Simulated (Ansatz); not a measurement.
**Ge: ideal shear of a crystal plane**

All numbers below come from DFT PBEsol, scalar-relativistic, plane waves, PAW (Ansatz). Settings: plane waves to 420 eV, k-mesh 11×11×3 (Γ-centred), Gaussian smearing 0.15 eV. No spin polarisation. Energies are free energies at this smearing, counted from the undisturbed cell; pressure is positive in compression.

Zero of the scan (relaxed at this level; this form isn't the usual structure):

```xyz
8
Lattice="-2.0021 -3.4677 0.0000 2.0021 -3.4677 0.0000 0.0000 0.0000 13.1450" Properties=species:S:1:pos:R:3 pbc="T T T"
Ge    0.0000    0.0000    2.0612
Ge    0.0000    0.0000    4.5113
Ge    0.0000    0.0000    8.6338
Ge    0.0000    0.0000   11.0838
Ge    0.0000   -4.6236    1.2375
Ge    0.0000   -2.3118    5.3351
Ge    0.0000   -2.3118    7.8100
Ge    0.0000   -4.6236   11.9076
```

The cut lies on the cell's a–b face, a (0 0 1) plane (indices in the standard cell, whose axes needn't be the Cartesian ones shown) of area 13.89 Å², between layers 2.47 Å apart. Vector c is tilted by f times 1·a + 1·b (length 6.935 Å) with the atoms' Cartesian places fixed: one unrelaxed fault a cell. The traction is dγ/du, the slope of γ against the slip u in Å. Some rows repeat others by symmetry and weren't run.

| f | γ (mJ/m²) | traction (GPa) |
| --- | --- | --- |
| 0.0000 | 0 | 0.0 |
| 0.0833 | 142 | 5.1 |
| 0.1667 | 593 | 10.1 |
| 0.2500 | 1180 | 8.7 |
| 0.3333 | 1448 | 0.0 |
| 0.4167 | 1329 | -2.5 |
| 0.5000 | 1249 | 0.0 |
| 0.5833 | 1329 | 2.5 |
| 0.6667 | 1448 | 0.0 |
| 0.7500 | 1180 | -8.7 |
| 0.8333 | 593 | -10.1 |
| 0.9167 | 142 | -5.1 |

Task: Read off the first barrier and the stress needed to climb it, and compare with Frenkel's sinusoid.

Result: The first sampled maximum lies at f = 0.333, a slip of 2.31 Å, with γ ≈ 1448 mJ/m², which stands in for the unstable fault energy γ_us, and the steepest sampled slope before it is 10.1 GPa. A sinusoid γ = γ_us sin²(πu/λ) with its maximum there has λ = 4.62 Å and a largest slope πγ_us/λ = 9.8 GPa (1 mJ/m² per Å = 0.01 GPa). The stand-in is too high: a rotation axis of order three or more passes through this point, so the curvature is the same in every direction of the plane and the point is a peak of the γ-surface, which slip goes round.

Task: Is there a metastable fault on this line?

Result: The samples dip to a local minimum of 1249 mJ/m² at f = 0.500. It lies off the rotation axes, between two maxima that lie on them, so it is most likely the pass between two peaks of the γ-surface: a saddle for slip across the line, a better estimate of γ_us, and no metastable fault.

The cut is rigid; relaxing the faces lowers these energies and usually the stresses.

The gap closes along the scan, which can put kinks into the curve.

Cost: 7 runs of about 12 core-minutes in all, on Arm Neoverse V1 (shared hosts).